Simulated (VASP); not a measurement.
Set up this calculation in VASP 6.6.1, as the native input.

- Task: single point
- Functional: PBE
- Potentials or basis: VASP PAW PBE potentials, release 64 (Cd, Te)
- Cutoff: 520 eV
- k mesh: 6 × 6 × 6
- Occupations: fermi-dirac, width 0.02 eV
- Spin: no spin polarisation
- Dipole correction: no
- Further INCAR settings: ALGO = Normal; EDIFF = 1e-06; NBANDS = 16

The structure of CdTe lies in POSCAR:

```
CdTe
1.0
    0.0000000000      3.3103965326      3.3103965326
    3.3103965326      0.0000000000      3.3103965326
    3.3103965326      3.3103965326      0.0000000000
Cd Te
1 1
Direct
    0.0000000000      0.0000000000      0.0000000000
    0.2500000000      0.2500000000      0.2500000000
```

The cell was built by a generator and needn't be a form met in nature.

The input as run:

INCAR

```
SYSTEM = CdTe
ALGO = Normal ; EDIFF = 1E-6
ENCUT = 520 ; GGA = PE
ISIF = 2 ; ISMEAR = -1
LASPH = .TRUE. ; LCHARG = .FALSE.
LREAL = .FALSE. ; LWAVE = .FALSE.
NBANDS = 16 ; NELM = 100
PREC = Accurate ; SIGMA = 0.02
```

KPOINTS

```
k-points
0
G
  6 6 6
  0 0 0
```

Potentials or basis: VASP PAW PBE potentials, release 64 (Cd, Te).

Command:

```console
$ cat potpaw_PBE.64/Cd/POTCAR potpaw_PBE.64/Te/POTCAR > POTCAR
$ mpirun -np 1 vasp_std > vasp.out
```

It gave:

* Pressure: 0.1 GPa
* Band gap on the k mesh: 0.58 eV, direct

Caveat: spin-orbit coupling is left out, which moves the levels of the heavy elements.

Run time: 10 s on 1 thread of Intel(R) Xeon(R) 6975P-C (Granite Rapids) (shared host), peak memory 0.21 GiB.
